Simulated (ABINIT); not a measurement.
Pt:

```
CELL_PARAMETERS angstrom
0.00000 1.96090 1.96090
1.96090 0.00000 1.96090
1.96090 1.96090 0.00000
ATOMIC_POSITIONS crystal
Pt 0.00000 0.00000 0.00000
```

Base run:

| Property | Result |
| --- | --- |
| Program | ABINIT 10.8.3 (patched build) |
| Functional | r2SCAN |
| Potentials or basis | JTH PAW PBE v2.0 |
| Cutoff | 517 eV |
| k mesh | 12 × 12 × 12 |
| Occupations | fermi-dirac, width 0.05 eV |
| Spin | no spin polarisation |

Its results: band gap on the k mesh none (metal or under the smearing width); pressure 6.2 GPa.

After a change of settings the same cell gave: band gap on the k mesh none (metal or under the smearing width); pressure 7.4 GPa. Which change was it?
A. k mesh from 12 × 12 × 12 to 7 × 7 × 7
B. functional from r2SCAN to BP86; cutoff from 517 eV to 435 eV; fine-grid cutoff from 1034.03 eV to 870.764 eV
C. functional from r2SCAN to PBE; cutoff from 517 eV to 435 eV; fine-grid cutoff from 1034.03 eV to 870.764 eV
D. functional from r2SCAN to WC; cutoff from 517 eV to 435 eV; fine-grid cutoff from 1034.03 eV to 870.764 eV

A.

Caveats: some runs use coarse meshes; the PAW data sets were made with another functional, which shifts forces and pressure a little; spin-orbit coupling is left out, which moves the levels of the heavy elements (some runs).

The runs don't all hold the same shells in valence.
